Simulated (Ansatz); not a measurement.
# MgO (P6_3/mmc): calculation of the dielectric tensor and Born charges from a Python script

The task is a calculation of the dielectric tensor and Born charges, for MgO (P6_3/mmc).

Program: Ansatz 0.2.0 through its Python package. Level of theory: DFT PBEsol, plane waves, PAW. These are calculated values, not measurements.

## (1) The system

Symmetry: P6_3/mmc, No. 194, hexagonal system. Conventional cell: a = 3.486 Å, b = 3.486 Å, c = 4.178 Å, α = 90.00°, β = 90.00°, γ = 120.00°. Around Mg (site symmetry -6m2) lie 5 O at 2.01 to 2.09 Å. O (site symmetry -6m2) is surrounded by 5 Mg at 2.01 to 2.09 Å.

No structure file is read: the coordinates are typed or built in the script.

## (2) Script

eps.py

```python
"""Response of MgO to an electric field."""

import ansatz as az
import numpy as np

mgo = (
    az.Lattice.from_parameters(3.486378, 3.486378, 4.178041, alpha=90, beta=90, gamma=120)
    .space_group(194)
    .atom("Mg", [2 / 3, 1 / 3, 0.75])
    .atom("O", [2 / 3, 1 / 3, 0.25])
)

# an insulator: whole occupations
base = (
    mgo.calculation()
    .functional("PBEsol")
    .basis(550)
    .kpoints(6, 6, 4)
    .occupations("fixed")
    .dielectric()
)
out = base.run(threads=1, pin="off")
response = out.dielectric
eps = np.asarray(response.eps_inf)

print(f"mean eps_inf {np.trace(eps) / 3:.3f}, fraction of exact exchange 1/eps = {3 / np.trace(eps):.3f}")
print(np.array2string(eps, precision=3, suppress_small=True))
for index, (site, z) in enumerate(zip(out.lattice.sites, response.zstar_e)):
    print("Born charge tensor of", site.symbol, index)
    print(np.round(z, 3) + 0.0)
print(f"charge neutrality missed by {response.zstar_sum_residual_pre_e:.4f} e before the sum rule")
```

## (3) What the engine is handed

The engine receives this input:

```yaml
crystal:
  lattice:
    a: 3.486378
    b: 3.486378
    c: 4.178041
    alpha: 90.0
    beta: 90.0
    gamma: 120.0
  space_group: 194
  atoms:
    - { symbol: Mg, position: [0.6666666666666666, 0.3333333333333333, 0.75] }
    - { symbol: O, position: [0.6666666666666666, 0.3333333333333333, 0.25] }
basis:
  ecutwfc: 550.0
kpoints:
  mp_grid:
    grid: [6, 6, 4]
hamiltonian:
  xc: pbesol
scf:
  occupations:
    method: fixed
dielectric: {}
```

## (4) Launch

Run with:

```sh
python eps.py
```

**Question.** What results will this script give? Wanted: free energy; gap on the mesh; electronic dielectric constant; largest mean Born charge.

**Answer**, as computed:

| quantity | value |
| --- | --- |
| free energy | -4951.4925 eV (-1237.8731 eV/atom) |
| gap on the mesh | 3.32 eV |
| electronic dielectric constant | 3.04 to 3.06 |
| largest mean Born charge | +1.85 e on Mg |

In words: The mean electronic dielectric constant of 3.05 means a refractive index near 1.75 below the gap, with birefringence. The ions' share of the static constant isn't in it. On the mesh the gap is 3.32 eV; the true edges may lie between its points. Gaps at this rung are as a rule too small against experiment. Caveats:
- The Fermi level of a run with fixed occupations marks the highest occupied state on its mesh, not mid-gap.
- Averages over directions belong to no single polarisation, least of all in layered crystals.
- Pressure is positive in compression.
- The structure comes from a database of computed cells and needn't be a stable or known phase.
- This is the electronic (clamped-ion) response; a semilocal gap that is too small tends to raise it. The typed mesh is that of the SCF; the response is solved on denser meshes that the run picks.
